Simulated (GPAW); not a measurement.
Crystal: Ti2Co.

```
Co Ti
1.0
     0.00000    3.36500    3.36500
     3.36500    0.00000    3.36500
     3.36500    3.36500    0.00000
Co Ti
2 4
Direct
  0.75000 0.75000 0.75000
  0.50000 0.50000 0.50000
  0.12500 0.62500 0.12500
  0.12500 0.12500 0.62500
  0.62500 0.12500 0.12500
  0.12500 0.12500 0.12500
```

Base run:

```yaml
Program: GPAW 26.7.0
Functional: PBEsol
Potentials_or_basis: PAW data sets generated in the run's folder for this functional
Cutoff: 600 eV
Basis: pw
k_mesh: 5 × 5 × 5
Occupations: fermi-dirac, width 0.05 eV
Spin: collinear spin, ferromagnetic start
Starting_moments: "[2.0, 2.0, 1.0, 1.0, 1.0, 1.0] μB"
```

Its results: pressure 16.3 GPa; net moment 1.36 μB per cell; site moments Co +0.56; Ti +0.06 μB.

**Question.** The run is repeated on the same cell with these changes: hubbard terms from none to Co d U = 2 eV. What comes out?

**Answer.** Pressure 20.3 GPa; net moment 2.47 μB per cell; site moments Co +1.57; Ti -0.05 μB.

Caveats: the U is typed as a test and isn't derived for this compound (some runs).
